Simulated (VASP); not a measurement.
**TaN: relaxation of cell and atoms with PBE+D3(BJ)**

The system is TaN.

```
CELL_PARAMETERS angstrom
0.00000 2.19500 2.19500
2.19500 0.00000 2.19500
2.19500 2.19500 0.00000
ATOMIC_POSITIONS crystal
Ta 0.00000 0.00000 0.00000
N 0.50000 0.50000 0.50000
```

The cell was built by a generator and needn't be a form met in nature.

```
Program                : VASP 6.6.1
Task                   : relaxation of cell and atoms
Functional             : PBE
Dispersion             : D3(BJ)
Potentials or basis    : VASP PAW PBE potentials, release 64 (Ta_pv, N)
Cutoff                 : 600 eV
k mesh                 : 16 × 16 × 16
Occupations            : methfessel-paxton, width 0.1 eV
Spin                   : no spin polarisation
Further INCAR settings : ALGO = Normal; EDIFF = 1e-06; IBRION = 2; EDIFFG = -0.005; NSW = 60; ISIF = 3
```

```
Relaxed volume                         : 10.56 Å³/atom
Relaxed cell                           : a = 3.103 Å, b = 3.103 Å, c = 3.103 Å, α = 60.00°, β = 60.00°, γ = 60.00°
Space group after relaxing (to 0.05 Å) : Fm-3m (No. 225)
Energy gained by relaxing              : 0.0 meV/atom
Ionic steps                            : 3
Pressure after relaxing                : 0.1 GPa
Band gap on the k mesh                 : none (metal or under the smearing width)
Dispersion energy per atom             : -0.476 eV
```

Final structure:
```
Ta N
1.0
     0.00000    2.19415    2.19415
     2.19415    0.00000    2.19415
     2.19415    2.19415    0.00000
Ta N
1 1
Direct
  0.00000 0.00000 0.00000
  0.50000 0.50000 0.50000
```

Levels at points of the mesh, in eV from the Fermi level:
```tsv
k point	band 4	band 5	band 6	band 7	band 8	band 9	band 10	band 11	band 12
(0.00, 0.00, 0.00)	-18.91	-3.84	-3.84	-3.84	-2.12	-2.12	-2.12	0.07	0.07
(0.50, 0.00, 0.00)	-15.85	-10.42	-7.62	-7.62	1.93	1.93	2.02	3.85	7.60
(0.50, 0.50, 0.00)	-17.66	-6.66	-5.51	-4.65	-4.65	2.14	3.59	3.59	4.61
```

It took 42 s on 1 thread of Intel(R) Xeon(R) 6975P-C (Granite Rapids) (shared host), peak memory 0.21 GiB.

Caveat: pairwise dispersion overbinds metals, which lowers pressure and volume. Spin-orbit coupling is left out, which matters for the levels of Ta.
